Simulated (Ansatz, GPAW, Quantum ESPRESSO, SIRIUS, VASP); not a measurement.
## Fitting the PBEsol energy curve of KTaO3

```xyz
5
Lattice="3.9883 0.0000 0.0000 0.0000 3.9883 0.0000 0.0000 0.0000 3.9883" Properties=species:S:1:pos:R:3 pbc="T T T"
Ta    0.0000    0.0000    0.0000
K     1.9942    1.9942    1.9942
O     0.0000    0.0000    1.9942
O     0.0000    1.9942    0.0000
O     1.9942    0.0000    0.0000
```

The cell was scaled at fixed shape and fractions and run with Ansatz, all-electron LAPW, scalar-relativistic; PBEsol, k mesh 7 × 7 × 7 on the cell of 5 atoms, fermi-dirac occupations of 0.05 eV, no spin polarisation, no spin-orbit coupling. Energies are those that the program minimises, any entropy of the smearing included.

| V (Å³/atom) | energy over the lowest row (meV/atom) |
| --- | --- |
| 11.9267 | 29.74 |
| 12.1805 | 12.22 |
| 12.4342 | ? |
| 12.6880 | 0.00 |
| 12.9418 | 3.74 |
| 13.1955 | 13.15 |
| 13.4493 | 27.64 |

Task: Fit the third-order Birch-Murnaghan form, give V0, B0 and B′, and predict the energy left open.

Result: With y = (V0/V)^(2/3), E = E0 + (9 V0 B0/16) [(y - 1)³ B′ + (y - 1)² (6 - 4y)]. Least squares through the rows shown give V0 = 12.6603 Å³/atom, E0 = -0.04 meV, B0 = 201.4 GPa (1 eV/Å³ = 160.218 GPa) and B′ = 4.47, with a largest miss of 0.01 meV. At V = 12.4342 the form with these constants gives 2.58 meV; the run gave 2.58 meV an atom. Other set-ups at this level, from all their volumes (Å³/atom, GPa): GPAW, PAW data sets generated for this functional: V0 12.691, B0 201.7; Quantum ESPRESSO, GBRV 1.5 PBEsol: V0 12.693, B0 203.7; SIRIUS, PseudoDojo 0.4.1 PBEsol standard (scalar relativistic): V0 12.583, B0 202.9; VASP, PBE PAW files K_sv, O, Ta_pv, 520 eV (made for PBE): V0 12.718, B0 203. Measured volume: 12.69 Å³/atom (a printed reference work), so the fit lies -0.2 % from it. The runs are for a static lattice.
